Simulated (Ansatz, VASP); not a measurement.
## One calculation of Fe, two programs

```
Fe
1.0
     2.83119    0.00000    0.00000
     0.00000    2.83119    0.00000
     0.00000    0.00000    2.83119
Fe
2
Direct
  0.00000 0.00000 0.00000
  0.50000 0.50000 0.50000
```

Alike in both runs: task single point; functional PBE; k mesh 12 × 12 × 12; occupations gaussian, width 0.05 eV; collinear spin.

|  | VASP | Ansatz |
| --- | --- | --- |
| version | VASP 6.6.1 | Ansatz 0.2.0 |
| potentials or method | VASP PAW PBE potentials, release 64 (Fe) | scalar-relativistic, plane waves, PAW |
| plane-wave cutoff (eV) | 520 | 420 |
| valence electrons in the cell | 16 | 32 |

|  | VASP | Ansatz | Ansatz less VASP |
| --- | --- | --- | --- |
| gap on the k mesh at the Fermi level (eV) | none | none | - |
| pressure (GPa) | -6.4 | -6.3 | +0.03 |
| net moment per atom (μB) | 0.00 | 0.00 | 0.000 |
| size of the moment on the site where the two differ most (μB) | 1.49 | 1.44 | -0.056 |

Site moments also hang on the region over which each program counts them. A gap of «none» marks a metal or a gap that the smearing closes. The two sets of potentials don't hold the same shells in valence.
